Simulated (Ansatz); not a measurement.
SrO, one cell by several methods

```
Sr O
1.0
     4.29019    0.00000    0.00000
    -2.14510    3.71542    0.00000
     0.00000    0.00000    5.18454
Sr O
2 2
Direct
  0.33333 0.66667 0.93799
  0.66667 0.33333 0.43799
  0.33333 0.66667 0.43801
  0.66667 0.33333 0.93801
```

Atom numbers follow the list: Sr1, Sr2, O3, O4.

The cell was built from the wurtzite type and relaxed in the same program, and has space group P6_3/mmc; it needn't be a known or the stable phase. The relaxation left the symmetry of that type.

All numbers are computed: DFT, PBE, PAW with Ansatz's default frozen-core files, scalar-relativistic (Ansatz 0.2.0); DFT, PBE, all-electron LAPW, scalar-relativistic (Ansatz 0.2.0).

For PAW: a Γ-centred 12×12×7 k mesh, Fermi–Dirac smearing of 0.05 eV, cutoff 420 eV, no spin polarisation. LAPW targets a basis error of 1 meV/atom. The Ansatz runs share mesh, smearing and spin set-up. Plane-wave (PAW) pressures include the program's estimate of the Pulay term.

Stress and pressure are positive in compression.

Levels count from the top of the valence band.

PAW results:

```csv
quantity,PAW
pressure (GPa),0.00
band gap (eV),2.612
highest filled level at A (eV),-1.039
lowest empty level at A (eV),4.305
highest filled level at M (eV),-0.250
lowest empty level at M (eV),4.304
highest filled level at Γ (eV),0.000
lowest empty level at Γ (eV),2.612
```

Q: What does full-potential LAPW give for the same quantities?

A: 
```csv
quantity,LAPW
pressure (GPa),0.01
band gap (eV),2.614
highest filled level at A (eV),-1.039
lowest empty level at A (eV),4.306
highest filled level at M (eV),-0.250
lowest empty level at M (eV),4.304
highest filled level at Γ (eV),0.000
lowest empty level at Γ (eV),2.614
```
